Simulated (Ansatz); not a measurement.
**Compressing SiO2: a fit and a missing row**

SiO2, P4_12_12, a = 5.084 Å, c = 7.101 Å. This isn't the usual stable structure of the compound. Ansatz: PBE, PAW, 420 eV, Γ-centred 6×6×4 mesh on 12 atoms, Gaussian smearing 0.02 eV; no spin polarisation. Shape and atoms are relaxed at each volume; pressure is positive in compression.

```tsv
V (Å³/atom)	P (GPa)
14.375	?
14.834	0.52
15.293	-0.01
15.752	-0.46
16.211	-0.86
```

Q: Take V0 = 15.293 Å³/atom, count pressures from its P0 = -0.01 GPa, fit the third-order Birch–Murnaghan form to the other rows, and predict the missing pressure.

A: With the Eulerian strain f = ½[(V0/V)^(2/3) − 1] and y = (P − P0)/[3f(1 + 2f)^(5/2)], the form is the line y = B0 + 1.5 B0 (B0′ − 4) f. Rows (f, y): 0.01026, 16.37; -0.00976, 16.15; -0.01906, 16.38. Means f = -0.006187, y = 16.300; Σ(Δf)² = 0.0004490, ΣΔfΔy = 0.0006574; the slope is their ratio. y = 16.31 + 1.464 f GPa, so B0 = 16.3 GPa and B0′ = 4 + 2 × (1.464)/(3 × 16.31) = 4.06. At V = 14.375, f = 0.02107, y = 16.341 and P = 1.14 GPa. The run gave 1.08 GPa, so the fit is 0.06 GPa too high, 3.1 % of the span of the series, against an rms of 0.004 GPa on the fitted rows. The row lies outside the fitted range. The records show no cause, and too few rows are left to test a further term.